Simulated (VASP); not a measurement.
A run of VASP 6.6.1 is set up as follows.

INCAR

```
SYSTEM = Rb
PREC = Accurate
ENCUT = 520
EDIFF = 1E-6
ISMEAR = 0
SIGMA = 0.1
LREAL = .FALSE.
LASPH = .TRUE.
NELM = 60
ALGO = Fast
ISIF = 2
LWAVE = .FALSE.
LCHARG = .FALSE.
GGA = PS
NBANDS = 10
```

KPOINTS

```
regular mesh
0
G
  10 10 10
  0 0 0
```

File POSCAR:

```
Rb
1.0
    0.0000000000      3.5517266633      3.5517266633
    3.5517266633      0.0000000000      3.5517266633
    3.5517266633      3.5517266633      0.0000000000
Rb
1
Direct
    0.0000000000      0.0000000000      0.0000000000
```

Potentials or basis: VASP PAW PBE potentials, release 64 (Rb_sv).

The run is started by

```bash
$ cat potpaw_PBE.64/Rb_sv/POTCAR > POTCAR
$ mpirun -np 1 vasp_std > vasp.out
```

**Question.** Predict the pressure.

**Answer.** -0.1 GPa.

**Question.** What does it give for the band gap on the k mesh?

**Answer.** None (metal or under the smearing width).

Caveat: the PAW data sets were made with another functional, which shifts forces and pressure a little.
